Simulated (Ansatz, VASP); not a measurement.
Two plane-wave programs on Pb

INCAR

```
PREC     = Accurate       # precision mode
ENCUT    = 520            # plane-wave cutoff, eV
EDIFF    = 1E-6           # SCF threshold, eV
ISMEAR   = -1             # smearing method
SIGMA    = 0.1            # smearing width, eV
LREAL    = F              # projectors in reciprocal space
LASPH    = T              # aspherical terms in the spheres
NELM     = 100            # most SCF steps
ALGO     = Normal         # electronic algorithm
ISIF     = 2              # what is computed and relaxed
LWAVE    = F              # write WAVECAR
LCHARG   = T              # write CHGCAR
GGA      = RE             # functional
LELF     = T              # ELF
LVHAR    = T            
NBANDS   = 13             # bands
```

File KPOINTS:

```
regular mesh
0
Gamma
  18 18 18
```

POSCAR

```
Pb
1.0
    0.0000000000      2.5746202306      2.5746202306
    2.5746202306      0.0000000000      2.5746202306
    2.5746202306      2.5746202306      0.0000000000
Pb
1
Direct
    0.0000000000      0.0000000000      0.0000000000
```

Input for Ansatz:

```yaml
crystal:
  lattice:
    - [0.0, 2.5746202306, 2.5746202306]
    - [2.5746202306, 0.0, 2.5746202306]
    - [2.5746202306, 2.5746202306, 0.0]
  atoms:
    - { symbol: Pb, position: [0.0, 0.0, 0.0] }
hamiltonian:
  xc: revpbe
  pseudopotentials:
    kind: paw
    azcp:
      Pb: "pseudopotentials/Pb.paw.azcp"
basis:
  ecutwfc: 420
  fft_grid_basis: typed
kpoints:
  mp_grid: { grid: [18, 18, 18], shift: [0, 0, 0] }
magnetization:
  spin_polarized: false
scf:
  occupations: { method: fermi_dirac, width: 0.1 }
output:
  stress: true
```

Alike in both runs: task single point; functional revPBE; k mesh 18 × 18 × 18; occupations fermi-dirac, width 0.1 eV; no spin polarisation.

```csv
,VASP,Ansatz
version,VASP 6.6.1,Ansatz 0.2.0
potentials or method,"VASP PAW PBE potentials, release 64 (Pb_d)","plane waves (420 eV) with PAW, scalar-relativistic"
plane-wave cutoff (eV),520,420
valence electrons in the cell,14,14
```

|  | VASP | Ansatz | Ansatz less VASP |
| --- | --- | --- | --- |
| pressure (GPa) | -1.2 | -1.2 | +0.04 |

With one functional, cell and mesh, what is left measures potentials, basis and numerics.

Caveats: the PAW data sets were made with another functional, which shifts forces and pressure a little (VASP). The runs have no spin-orbit coupling, so splittings on Pb are missing.
